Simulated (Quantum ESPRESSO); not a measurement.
## Al in Quantum ESPRESSO: convergence with smearing width

Input of the first run (smearing width 0.5 eV); the others differ in this setting and in those tied to it:

File pw.in:

```
&CONTROL
  calculation = 'scf'
  prefix = 'pwscf'
  outdir = './tmp'
  pseudo_dir = './pseudo'
  tprnfor = .true.
  tstress = .true.
  disk_io = 'nowf'
/
&SYSTEM
  ibrav = 0
  nat = 2
  ntyp = 1
  ecutwfc = 75
  nbnd = 18
  input_dft = 'pbesol'
  occupations = 'smearing'
  smearing = 'mp'
  degauss = 0.03674932
/
&ELECTRONS
  conv_thr = 4d-10
  electron_maxstep = 120
  mixing_beta = 0.5
/
ATOMIC_SPECIES
Al    26.9815 Al_ONCV_PBE-1.2.upf
CELL_PARAMETERS angstrom
   4.5467300000    0.0000000000    0.0000000000
  -2.2733700000    3.9375800000    0.0000000000
   0.0000000000    0.0000000000    2.7539300000
ATOMIC_POSITIONS crystal
Al     0.3333300000    0.6666700000    0.5000000000
Al     0.6666700000    0.3333300000    0.5000000000
K_POINTS automatic
7 7 10 0 0 0
```

Potentials or basis: SG15 PBE 1.2.

Command:

```console
$ OMP_NUM_THREADS=1 pw.x -in pw.in > pw.out
```

The cell was built by a generator and needn't be a form met in nature.

Hardware: 1 thread of Arm Neoverse V2, with other jobs on the host.

```csv
smearing width,"energy less the tightest run, at zero smearing (meV/atom)",pressure (GPa),SCF cycles,CPU time (s),peak memory (GiB)
0.5 eV,0.12,-1.13,7,91,0.2
0.3 eV,-0.08,-1.13,7,91,0.2
0.2 eV,-0.31,-1.13,7,90,0.2
0.136 eV,-0.11,-1.13,7,90,0.2
0.1 eV,-0.05,-1.12,7,90,0.2
0.05 eV,0.01,-1.11,7,90,0.2
0.025 eV,-0.02,-1.08,7,91,0.2
0.01 eV,0.00,-1.09,8,100,0.2
```

Against the tightest run, the energy stays within 1 meV/atom from 0.5 eV on; the pressure stays within 0.1 GPa from 0.5 eV on. Narrower smearing needs a denser k mesh, so at a fixed mesh the narrowest width isn't the most accurate. The tightest run that finished is the yardstick and may itself not be fully converged.

Caveat, for the tightest run too: the potentials were made for another functional, which shifts forces and pressure.
